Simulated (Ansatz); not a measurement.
# Screening in NaI (Fm-3m)

Aim: the electronic dielectric constant of NaI (Fm-3m) by perturbation theory, a sum over states and the RPA step of G0W0.

Main program and level: Ansatz 0.2.0; linear response on PBE, plane waves, PAW.

## 1. Starting point

It takes space group Fm-3m (No. 225, cubic). The conventional cell has a = 6.473 Å, b = 6.473 Å, c = 6.473 Å, α = 90.00°, β = 90.00°, γ = 90.00°. Nearest to Na lie 6 I at 3.24 Å. Nearest to I lie 6 Na at 3.24 Å. Farther neighbours and most contacts between anions are not listed.

As a file:

```cif
data_structure
_symmetry_space_group_name_H-M 'P 1'
_symmetry_Int_Tables_number 1
_cell_length_a 4.5770
_cell_length_b 4.5770
_cell_length_c 4.5770
_cell_angle_alpha 60.000
_cell_angle_beta 60.000
_cell_angle_gamma 60.000
_cell_volume 67.80
loop_
_atom_site_label
_atom_site_type_symbol
_atom_site_fract_x
_atom_site_fract_y
_atom_site_fract_z
_atom_site_occupancy
Na1 Na 0.00000 0.00000 0.00000 1
I2 I 0.50000 0.50000 0.50000 1
```

The cell and positions come from the Crystallography Open Database and are kept as given unless a step says otherwise. Spin-orbit coupling is left out unless a step names it. The default PAW set here is soft_2. Its files were made with PBE.

## 2. Response to a homogeneous field

ε∞ sets how strongly the crystal screens. Perturbation theory gives it with local fields and without a sum over empty bands.

This step: dielectric response by perturbation theory, PBE, plane waves, PAW.

Input file input.yaml:

```yaml
crystal:
  lattice:
    - [0.0, 3.2364, 3.2364]
    - [3.2364, 0.0, 3.2364]
    - [3.2364, 3.2364, 0.0]
  atoms:
    - { symbol: Na, position: [0.0, 0.0, 0.0] }
    - { symbol: I, position: [0.5, 0.5, 0.5] }
kpoints:
  mp_grid: { grid: [6, 6, 6] }
hamiltonian:
  xc: pbe
scf:
  occupations: { method: fixed }
dielectric: {}
```

The run is started by

```sh
$ ansatz run input.yaml --threads 3 --pin off --max-ram 92160MiB --backend cuda --events-out ev --progress --plain --runs-dir out --devices 1 --max-vram 13GiB
```

Numbers of over 12 decimals in the logs are rounded to 6 here.

Log:

```text
GPUs: using 1 of 1 available (devices: 1).
Engine: ansatz 0.2.0, x86_64-unknown-linux-gnu
Pseudopotentials: kind: paw
Pseudopotential: Na, paw, valence charge 9, recommended cutoff 420 eV (normal), Na.paw.azcp
Pseudopotential: I, paw, valence charge 17, recommended cutoff 420 eV (normal), I.paw.azcp
Functional definition: PBE
  parameter kappa = 0.804
  parameter beta = 0.066725
  exchange = pbe_x(kappa = kappa, mu = beta*pi^2/3)
  correlation = pbe_c(beta = beta)
device memory: the entry about to start is reckoned to put 0.8 GiB on a device that reports 55.1 GiB free (of which the cap on the GPU budget leaves the run 13.0 GiB)
GPU FFT provider: cuFFT
GPU libraries: cuBLAS 13.8.2, cuFFT 12.4.0, cuSOLVER 12.3.4
Crystal: 2 atoms, lattice volume = 67.798 Å³
Basis set: ecut = 420 eV, 1363 PW (Γ), exchange–correlation on 64×64×64 points (8 copies of the dense FFT grid, shifted against one another)
Bands: 17, of which v1, the nominal top of the filled ones, is band 13 counted from 1 (12 counted from 0)
Symmetry: 48 space group operations
k-points: 30 of 216 (irreducible under 8 space group operations, time reversal used)
Non-local potential: Na, projectors of the file, l = 0: 3, l = 1: 2, l = 2: 1
Non-local potential: I, projectors of the file, l = 0: 2, l = 1: 2, l = 2: 2, l = 3: 2
PAW form: soft (Blöchl's): semilocal exchange-correlation on the pseudo side does not see the compensation charge
PAW one-centre angular grid: Na, 110 points (default); XC on 64 Gauss nodes
PAW one-centre angular grid: I, 590 points (default); XC on 64 Gauss nodes
Initial density: superposition of atomic densities (neutral atoms: chi_scale 0, normalization atom), corrected by the library's trained network
Initial wavefunctions: pseudopotential atomic-orbital guess
GPU buffer pool allocated for 32768 grid points (all kernels)
GPU transforms: local potential and band sums: pruned to the plane-wave sphere, on 32×32×32
Functional: x = pbe(κ = 0.804, μ = 0.219515), c = pbe(β = 0.066725)
SCF iter   1: F=—  HF=-9001.882569 eV  |F-HF|=—  |Δ(HF+E_count)|=         —  Δρ=5.20e-4  dr2=3.95e-4  ethr=1.77e-3  ⟨swp⟩=5.0  Hψ=2242  notcnv=0  defer=56
preconditioner: auto → none  [insulator: Δε(μ)=3.642 eV  Ē_g=10.593 eV  n_scr=14 (ndim 8)  ℏωp=12.8 eV  f_vac=0.068  ε∞_Penn≈2.4]
SCF iter   2: F=—  HF=-9001.882798 eV  |F-HF|=—  |Δ(HF+E_count)|=   2.29e-4  Δρ=7.74e-4  dr2=9.75e-4  ethr=1.52e-6  ⟨swp⟩=3.1  Hψ=1332  notcnv=0  defer=57
SCF iter   3: F=—  HF=-9001.882587 eV  |F-HF|=—  |Δ(HF+E_count)|=   2.11e-4  Δρ=4.71e-4  dr2=3.61e-4  ethr=1.52e-6  ⟨swp⟩=2.1  Hψ=700  notcnv=0  defer=56
SCF iter   4: F=—  HF=-9001.882530 eV  |F-HF|=—  |Δ(HF+E_count)|=   5.74e-5  Δρ=2.71e-4  dr2=1.17e-4  ethr=1.39e-6  ⟨swp⟩=1.0  Hψ=514  notcnv=0  defer=56
SCF iter   5: F=—  HF=-9001.882551 eV  |F-HF|=—  |Δ(HF+E_count)|=   2.13e-5  Δρ=9.91e-5  dr2=1.37e-5  ethr=4.51e-7  ⟨swp⟩=2.0  Hψ=930  notcnv=0  defer=56
SCF iter   6: F=—  HF=-9001.882494 eV  |F-HF|=—  |Δ(HF+E_count)|=   5.68e-5  Δρ=2.00e-4  dr2=6.52e-5  ethr=5.27e-8  ⟨swp⟩=3.0  Hψ=823  notcnv=0  defer=54  recentre
SCF iter   7: F=—  HF=-9001.882480 eV  |F-HF|=—  |Δ(HF+E_count)|=   1.39e-5  Δρ=1.20e-4  dr2=2.41e-5  ethr=5.27e-8  ⟨swp⟩=2.0  Hψ=630  notcnv=0  defer=50
SCF iter   8: F=—  HF=-9001.882472 eV  |F-HF|=—  |Δ(HF+E_count)|=   8.00e-6  Δρ=3.87e-5  dr2=2.47e-6  ethr=5.27e-8  ⟨swp⟩=2.0  Hψ=630  notcnv=0  defer=41
SCF iter   9: F=—  HF=-9001.882579 eV  |F-HF|=—  |Δ(HF+E_count)|=   1.07e-4  Δρ=1.19e-5  dr2=2.35e-7  ethr=9.49e-9  ⟨swp⟩=2.0  Hψ=626  notcnv=0  defer=34
SCF iter  10: F=-9001.882579 eV  HF=-9001.882579 eV  |F-HF|=6.18e-11  |Δ(HF+E_count)|=   8.34e-8  Δρ=2.60e-7  dr2=7.80e-11  ethr=1.00e-12  ⟨swp⟩=5.4  Hψ=2964  notcnv=0
SCF 1 converged in 10 iterations: F = -9001.882579 eV  dr2 = 7.80e-11
  greatest PAW one-centre occupation: 0.999 electrons in one spin orbital (limit 2), on the Na atom at site 0 (counted from 0), in its partial waves of l = 0
the response reads at least the filled bands of the reference SCF and the lowest empty band at each k-point, and that SCF's band table does not vouch for those bands. The notice of the band table in this run's record says why
device memory: the entry about to start is reckoned to put 0.3 GiB on a device that reports 54.5 GiB free (of which the cap on the GPU budget leaves the run 13.0 GiB)
NSCF: frozen V_eff on 1 k-points
device memory: the entry about to start is reckoned to put 0.3 GiB on a device that reports 54.5 GiB free (of which the cap on the GPU budget leaves the run 13.0 GiB)
NSCF: frozen V_eff on 1 k-points
device memory: the entry about to start is reckoned to put 0.1 GiB on a device that reports 54.5 GiB free (of which the cap on the GPU budget leaves the run 13.0 GiB)
device memory: the entry about to start is reckoned to put 0.8 GiB on a device that reports 54.5 GiB free (of which the cap on the GPU budget leaves the run 13.0 GiB)
DFPT response loops at Γ: preconditioner auto → none (the input reference at scf.mixing.eps_inf says where Resta's filter doesn't serve); β = 0.50; Broyden in place of MSR1
── the response to a field inside a basis, on 6×6×6 k-points: an SCF that follows is theirs, and a resumed run solves both again ──
device memory: the entry about to start is reckoned to put 0.2 GiB on a device that reports 52.2 GiB free (of which the cap on the GPU budget leaves the run 13.0 GiB)
GPU FFT provider: cuFFT
GPU libraries: cuBLAS 13.8.2, cuFFT 12.4.0, cuSOLVER 12.3.4
Bands: 14, of which v1, the nominal top of the filled ones, is band 13 counted from 1 (12 counted from 0)
k-points: 28 of 216 (irreducible under 12 space group operations)
Initial density: handed on by an earlier stage of this run
Initial wavefunctions: pseudopotential atomic-orbital guess (no wavefunctions were taken with the density)
GPU buffer pool allocated for 32768 grid points (all kernels)
GPU transforms: band sums: pruned to the plane-wave sphere, on 32×32×32
Eigensolver: Dense (28 Hₖ)
SCF iter   1: F=—  HF=-9001.880875 eV  |F-HF|=—  |Δ(HF+E_count)|=         —  Δρ=8.42e-5  dr2=8.38e-7  ethr=1.00e-1
preconditioner: auto → none  [insulator: Δε(μ)=3.920 eV  Ē_g=8.872 eV  n_scr=14 (ndim 8)  ℏωp=12.8 eV  f_vac=0.065  ε∞_Penn≈3.1]
SCF iter   2: F=—  HF=-9001.880877 eV  |F-HF|=—  |Δ(HF+E_count)|=   1.68e-6  Δρ=3.99e-5  dr2=1.77e-7  ethr=3.22e-9
SCF iter   3: F=-9001.880878 eV  HF=-9001.880877 eV  |F-HF|=2.88e-8  |Δ(HF+E_count)|=   6.67e-7  Δρ=8.40e-6  dr2=1.28e-8  ethr=6.80e-10
SCF 1 converged in 3 iterations: F = -9001.880878 eV  dr2 = 1.28e-8
device memory: the entry about to start is reckoned to put 0.1 GiB on a device that reports 52.1 GiB free (of which the cap on the GPU budget leaves the run 13.0 GiB)
device memory: the entry about to start is reckoned to put 1.3 GiB on a device that reports 52.0 GiB free (of which the cap on the GPU budget leaves the run 12.9 GiB)
DFPT response loops at Γ: mixed as the last ones told, above
SCF converged after 10 iterations
Free energy (F): -9001.882579 eV
Harris-Foulkes:  -9001.882579 eV  (|F-HF|=6.18e-11)
Internal energy: -9001.882579 eV  (E = F + TS)
E sigma→0 (E₀):  -9001.882579 eV
Fermi energy:    3.033305 eV
--- Per-component energies (eV) ---
  E_band       = -614.422505
  E_kinetic    = 309.814275
  E_local      = -3350.234032  (includes V_loc(G=0)·N_el)
  E_nonlocal   = 24.969062
  E_hartree    = 1519.073455
  E_xc         = -167.305477
  E_vxc        = -179.044190  (∫ρ·V_xc dr)
  E_paw        = -5080.349704  (= ΣΔE_a)
  E_vpaw       = -458.073992  (= ΣTr[D̂ρ^β])
  E_aug_tail   = -0.000041  (compensation charges beyond the density's cutoff)
  E_ewald      = -2257.850118
  E_smearing   = -0.000000  (= −TS)
  E_closure    = -0.000000  (closes the sum)
  Σ components = -9001.882579   (vs F -9001.882579, Δ=0.00e0)
--- Band table (eV; the first three rows and the last of 30) ---
  k-point 0: bands = [... 9 lower, -7.9833, 3.0333, 3.0333, 3.0333, 6.6774, 10.9947, 10.9947, 10.9947]
  k-point 1: bands = [... 9 lower, -7.9097, 2.3014, 2.9583, 2.9583, 7.4883, 10.5011, 11.1837, 11.1837]
  k-point 2: bands = [... 9 lower, -7.7538, 1.2741, 2.8184, 2.8184, 8.1411, 10.7586, 10.7586, 11.0382]
  k-point 29: bands = [... 9 lower, -7.5876, 1.3665, 1.9306, 2.1475, 8.3968, 9.5482, 11.6150, 11.6744]
--- Dielectric response (ions clamped): 3 representative field directions + reference, inside a basis on a mesh of 216 k-points (Σ response iterations 15) ---
  ε∞ (high-frequency dielectric tensor):
        3.373583     0.000000    -0.000000
        0.000000     3.373583    -0.000000
       -0.000000    -0.000000     3.373583
  Born effective charges Z* (e; rows j = field, columns β = displacement):
    site 0:
         1.20036    0.00000   -0.00000
         0.00000    1.20036   -0.00000
        -0.00000   -0.00000    1.20036
    site 1:
        -1.20036   -0.00000    0.00000
        -0.00000   -1.20036    0.00000
         0.00000    0.00000   -1.20036
  Z* charge neutrality: 1.687e-4 e pre-enforcement
  solved inside a basis spanned on kpoints, on 6×6×6 k-points, its susceptibility summed on 10×10×10: ε∞ is read to err by 7.4e-3, Z* by 1.8e-2 e (field_mesh: kpoints solves on kpoints); Z* is corrected for what the basis lacks
```

Run time: 17 s. Hardware: 1 × NVIDIA H100 80GB HBM3 (shared by 6 runs) with 3 threads of AMD EPYC 7R13 (Zen 3), shared host; peak memory 1.1 GiB.

This step gave:

| Property | Result |
| --- | --- |
| stated error of ε∞ | 0.0074 |

One over ε∞ averages 0.30, somewhat over the quarter of exact exchange in PBE0.

High-frequency dielectric tensor:

```
3.37 0.00 0.00
0.00 3.37 0.00
0.00 0.00 3.37
```

Born effective charge (e), principal values of the symmetric part by kind of site:

| atom | atoms with these values | low | middle | high | mean |
| --- | --- | --- | --- | --- | --- |
| Na1 | 1 | 1.20 | 1.20 | 1.20 | 1.20 |
| I2 | 1 | -1.20 | -1.20 | -1.20 | -1.20 |

In full for I2:

```
-1.20  0.00  0.00
 0.00 -1.20  0.00
 0.00  0.00 -1.20
```

## 3. Independent-particle spectrum

The independent-particle spectrum shows where the oscillator strength lies, before excitons and local fields.

This step: independent-particle optics on PBE, plane waves, PAW.

Changes to input.yaml since step 2:

```diff
@@ -14,2 +14,4 @@
   occupations: { method: fixed }
-dielectric: {}
+  n_extra_bands: 46
+output:
+  optics: { e_range: [0, 25], de: 0.1, sigma: 0.2 }
```

Log:

```text
[...]
GPUs: using 1 of 1 available (devices: 1).
[...]
GPU FFT provider: cuFFT
GPU libraries: cuBLAS 13.8.2, cuFFT 12.4.0, cuSOLVER 12.3.4
Crystal: 2 atoms, lattice volume = 67.798 Å³
Basis set: ecut = 420 eV, 1363 PW (Γ)
Bands: 59, of which v1, the nominal top of the filled ones, is band 13 counted from 1 (12 counted from 0)
Symmetry: 48 space group operations
[...]
k-points: 16 of 216
[...]
GPU buffer pool allocated for 32768 grid points (all kernels)
[...]
SCF iter   1: F=—  HF=-9001.882583 eV  |F-HF|=—  |Δ(HF+E_count)|=         —  Δρ=2.05e-4  dr2=1.07e-5  ethr=1.77e-3  ⟨swp⟩=4.9  Hψ=3258  notcnv=0  defer=698
[...]
SCF iter  10: F=-9001.882578 eV  HF=-9001.882578 eV  |F-HF|=3.64e-12  |Δ(HF+E_count)|=  2.00e-11  Δρ=1.60e-9  dr2=8.01e-16  ethr=1.00e-12  ⟨swp⟩=13.1  Hψ=7897  notcnv=0
SCF 1 converged in 10 iterations: F = -9001.882578 eV  dr2 = 8.01e-16
[...]
Optics k sum: 0 of 16 k-points
Optics k sum: 1 of 16 k-points
[...]
Optics k sum: 16 of 16 k-points
[...]
SCF converged after 10 iterations
Free energy (F): -9001.882578 eV
[...]
Internal energy: -9001.882578 eV  (E = F + TS)
E sigma→0 (E₀):  -9001.882578 eV
Fermi energy:    3.033316 eV
[...]
--- Band table (eV; the first three rows and the last of 16) ---
  k-point 0: bands = [... 9 lower, -7.9833, 3.0333, 3.0333, 3.0333, 6.6774, 10.9946, 10.9946, 10.9946, ... 42 higher]
  k-point 1: bands = [... 9 lower, -7.9097, 2.3014, 2.9584, 2.9584, 7.4882, 10.5010, 11.1837, 11.1837, ... 42 higher]
  k-point 2: bands = [... 9 lower, -7.7538, 1.2740, 2.8184, 2.8184, 8.1410, 10.7586, 10.7586, 11.0382, ... 42 higher]
  k-point 15: bands = [... 9 lower, -7.5876, 1.3665, 1.9306, 2.1475, 8.3968, 9.5482, 11.6150, 11.6743, ... 42 higher]
```

Run time: 9.5 s. Hardware: 1 × NVIDIA H100 80GB HBM3 (shared by 6 runs) with 3 threads; peak memory 1.2 GiB; 14 s of CPU time.

Numbers from this step:

- ε∞ without local fields (xx, yy, zz): 3.775, 3.775, 3.775
- electrons in the f-sum (xx, yy, zz): 19.92, 19.92, 19.92
- bands in the explicit sum (the static value is completed to all bands): 59

The sum gives ε∞ = 3.78 without local fields.

The ε₂, xx=yy=zz has structure finer than the step of the table below, so its rows give means over 1 eV, whole bins alone (the curve runs from 0 to 25 eV). Peaks (eV: height): 6.0: 8.23, 7.4: 7.07.

Independent particles, no local fields, Gaussian width 0.2 eV. The ε₂, xx=yy=zz by photon energy; means over each step:

photon energy (eV), ε₂, xx=yy=zz and a bar:
```
        2       0.00 
        3       0.00 
        4       0.55 ##
        5       2.19 #########
        6       7.24 ##############################
        7       6.06 #########################
        8       5.58 #######################
        9       3.26 ##############
       10       1.72 #######
       11       0.87 ####
       12       0.69 ###
       13       0.59 ##
       14       0.55 ##
       15       0.62 ###
       16       0.42 ##
       17       0.33 #
       18       0.23 #
       19       0.15 #
       20       0.15 #
       21       0.13 #
       22       0.09 
       23       0.06 
       24       0.05
```

Independent particles, no local fields, Gaussian width 0.2 eV. The loss function, xx=yy=zz by photon energy; read off at these points:

photon energy (eV), loss function, xx=yy=zz and a bar:
```
     3.00       0.00 
     3.50       0.00 
     4.00       0.02 
     4.50       0.03 
     5.00       0.03 
     5.50       0.05 #
     6.00       0.09 #
     6.50       0.15 ##
     7.00       0.14 ##
     7.50       0.15 ##
     8.00       0.18 ###
     8.50       0.19 ###
     9.00       0.23 ###
     9.50       0.29 ####
    10.00       0.34 #####
    10.50       0.41 ######
    11.00       0.66 ##########
    11.50       0.99 ###############
    12.00       1.31 ###################
    12.50       1.52 ######################
    12.90       1.78 ##########################
    13.00       1.77 ##########################
    13.50       1.64 ########################
    14.00       1.74 ##########################
    14.50       1.30 ###################
    15.00       1.48 ######################
    15.50       1.71 #########################
    16.00       2.03 ##############################
    16.50       1.83 ###########################
    17.00       1.70 #########################
    17.50       1.60 ########################
    18.00       1.40 #####################
    18.50       0.92 ##############
    19.00       0.62 #########
    19.50       0.51 #######
    20.00       0.45 #######
    20.50       0.45 #######
    21.00       0.37 #####
    21.50       0.30 ####
    22.00       0.24 ####
    22.50       0.18 ###
    23.00       0.13 ##
    23.50       0.11 ##
    24.00       0.10 #
    24.50       0.10 #
    25.00       0.10 #
```

(Part 1 of 2 ends here.)

[Paths, hosts, dates, memory and timing lines, banners, echoed tables and standing remarks are left out of the program output.]

[Logs are printed without paths, hosts, clocks, repeated set-up lines and the standing remarks that a program may print on its own settings, such as how far it seeks lower states.]

[Runs of the session that timed out or met a known fault of the program may be left out.]

[Cells called generated may have been cut or substituted from an entry of the Crystallography Open Database or the Materials Project.]

[Hosts, paths, dates, database ids (printed as entryN), source tags and the programs' standing remarks are cut or masked in the printed files.]
